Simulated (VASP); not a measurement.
Set up this calculation in VASP 6.6.1, as the native input.

| Quantity | Value |
| --- | --- |
| Task | relaxation of cell and atoms |
| Functional | PBE |
| Potentials or basis | VASP PAW PBE potentials, release 64 (Ni) |
| Cutoff | 520 eV |
| k mesh | 20 × 20 × 20 |
| Occupations | gaussian, width 0.1 eV |
| Spin | no spin polarisation |
| Further INCAR settings | ALGO = Normal; EDIFF = 1e-07; IBRION = 2; EDIFFG = -0.002; NSW = 80; ISIF = 3 |

The structure of Ni lies in POSCAR:

```
Ni                                      
1.0
   -0.0000000000      1.7555863218      1.7555863218
    1.7555863218      0.0000000000      1.7555863218
    1.7555863218      1.7555863218     -0.0000000000
  Ni            
     1
Direct
     0.0000000000000000    0.0000000000000000    0.0000000000000000
```

One way to write it, as run:

INCAR

```
ALGO = Normal
EDIFF = 1E-7
EDIFFG = -0.002
ENCUT = 520
GGA = PE
IBRION = 2
ISIF = 3
ISMEAR = 0
LASPH = True
LCHARG = False
LREAL = False
LWAVE = False
NELM = 60
NSW = 80
PREC = Accurate
SIGMA = 0.1
```

KPOINTS

```
k-points
0
Gamma
  20 20 20
```

Potentials or basis: VASP PAW PBE potentials, release 64 (Ni).

Launch:

```bash
$ cat potpaw_PBE.64/Ni/POTCAR > POTCAR
$ mpirun -np 1 vasp_std > vasp.out
```

Results of the run:

| Item | Value |
| --- | --- |
| Relaxed volume | 10.82 Å³/atom |
| Relaxed cell | a = 2.483 Å, b = 2.483 Å, c = 2.483 Å, α = 60.00°, β = 60.00°, γ = 60.00° |
| Space group after relaxing (to 0.05 Å) | Fm-3m (No. 225) |
| Energy gained by relaxing | 0.0 meV/atom |
| Ionic steps | 3 |
| Pressure after relaxing | 0.0 GPa |
| Band gap on the k mesh | none (metal or under the smearing width) |

Caveat: the run has no spin polarisation, though such a crystal can be magnetic.

It took 42 s on 1 thread of Intel(R) Xeon(R) Platinum 8259CL CPU @ 2.50GHz (Skylake/Cascade Lake), with other jobs on the host, peak memory 0.14 GiB.
